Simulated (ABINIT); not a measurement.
The system is AgBr.

```
Ag Br
1.0
     0.00000    2.87015    2.87015
     2.87015    0.00000    2.87015
     2.87015    2.87015    0.00000
Ag Br
1 1
Direct
  0.00000 0.00000 0.00000
  0.50000 0.50000 0.50000
```

Base run:

```yaml
Program: ABINIT 10.8.3 (patched build)
Functional: revPBE
Potentials_or_basis: JTH PAW PBE v2.0
Cutoff: 463 eV
k_mesh: 8 × 8 × 8
Occupations: fermi-dirac, width 0.05 eV
Spin: no spin polarisation
```

Its results: band gap on the k mesh 0.79 eV, indirect (least direct gap 2.72 eV); pressure 4.4 GPa.

Problem. After a change of settings the same cell gave: band gap on the k mesh 1.33 eV, indirect (least direct gap 3.06 eV); pressure 6.9 GPa. Which change was it?
A. functional from revPBE to LDA-PZ; potentials or basis from JTH PAW PBE v2.0 to JTH PAW LDA v2.0
B. functional from revPBE to PBE; potentials or basis from JTH PAW PBE v2.0 to SG15 NC PBE v1.2; cutoff from 463 eV to 1116 eV; valence electrons from 18 to 26
C. functional from revPBE to HCTH407
D. functional from revPBE to PBEsol; k mesh from 8 × 8 × 8 to 6 × 6 × 6

Solution. C.

Caveats: the PAW data sets were made with another functional, which shifts forces and pressure a little.
